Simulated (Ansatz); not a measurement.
TiAl: enthalpy against pressure

TiAl, P4/mmm, a = 2.822 Å, c = 4.078 Å. The structure is a Materials Project entry; whether it is the stable form wasn't checked. Ansatz: PBE, PAW, 420 eV, Γ-centred 14×14×10 mesh on 2 atoms, Gaussian smearing 0.10 eV; no spin polarisation. Cell and atoms are relaxed at each pressure, and no other structure is tried, so the rows at high pressure may lie past a change of phase. y is the enthalpy over the state at zero pressure; there V0 = 16.235 Å³/atom. The pressures are the targets, met within 0.07 GPa.

```
P (GPa) y (eV/atom)
   -2.0      -0.2044
    0.0       0.0000
    2.0       0.2009
    5.0            ?
   10.0       0.9738
   20.0       1.8841
   40.0       3.5705
```

Question: Fit y = c1 P + c2 P² + c3 P³ to the other rows, say what c1 and c2 mean, and predict the missing value.

Answer: Least squares on the rows shown. y = 0.10114 P − 0.00039765 P² + 2.5154×10⁻⁶ P³. Since dH/dP = V, c1 is V0: 0.10114 eV/GPa × 160.2 = 16.203 Å³ against 16.235; c2 = −V0/(2B0) gives B0 = 127 GPa, where a Birch–Murnaghan fit to the volumes of the same runs (not shown) gives 114 GPa: a cubic over this range folds the higher terms into c2. At P = 5.0 the fit asked for gives 0.4961 eV/atom. The run gave 0.4961 eV/atom, the same to the digits shown.

The mesh isn't the same in all rows (14×14×10, 16×16×12).